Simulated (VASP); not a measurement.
Data:

```xyz
4
Lattice="1.8239 -3.1591 0.0000 1.8239 3.1591 0.0000 0.0000 0.0000 3.8857" Properties=species:S:1:pos:R:3 pbc="T T T"
Li     1.8239     1.0530     0.0000
Li     1.8239    -1.0530     0.0000
Li     0.0000     0.0000     1.9428
N      0.0000     0.0000     0.0000
```

The numbers are results of PBEsol GGA, VASP's PBE PAW potentials (set 64) (plane waves; VASP 6.6.1), not measurements. Numerical set-up: 520 eV cut-off, 7×7×6 Γ-centred mesh, Gaussian smearing of 0.050 eV, potentials Li_sv N.

**Question.** Give the stress tensor in GPa (positive for a compressed cell).

**Answer.** 
```
-1.66   0.00   0.00
 0.00  -1.66   0.00
 0.00   0.00  -1.48
```
The pressure is its mean diagonal, -1.60 GPa.

The compound is Li3N in the alpha structure. This cell is one point of a volume scan, at 1.03 of the reference volume.
